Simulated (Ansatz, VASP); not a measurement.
## One calculation of BN, two programs

```
B N
1.0
     0.00000    1.80750    1.80750
     1.80750    0.00000    1.80750
     1.80750    1.80750    0.00000
B N
1 1
Direct
  0.00000 0.00000 0.00000
  0.74170 0.75830 0.75830
```

Alike in both runs: task electric field gradients; functional PBE; k mesh 13 × 13 × 13; occupations fermi-dirac, width 0.03 eV; no spin polarisation.

|  | VASP | Ansatz |
| --- | --- | --- |
| version | VASP 6.6.1 | Ansatz 0.2.0 |
| potentials or method | VASP PAW PBE potentials, release 64 (B, N) | PAW with Ansatz's default frozen-core files, scalar-relativistic |
| plane-wave cutoff (eV) | 520 | 420 |
| valence electrons in the cell | 8 | 8 |

```csv
,VASP,Ansatz,Ansatz less VASP
gap on the k mesh at the Fermi level (eV),4.26,4.27,+0.012
pressure (GPa),3.6,3.3,-0.26
largest component of the traceless stress (GPa),0.77,0.70,-0.076
rms of the force components (eV/Å),0.419,0.417,-0.0022
Vzz of the field gradient on the site that differs most (V/Å²),-1.0,1.4,+2.37
```

Atom by atom the forces differ by 0.002 eV/Å (rms over components).

Caveats: an odd mesh through Γ misses points on the zone boundary, where band edges often lie.
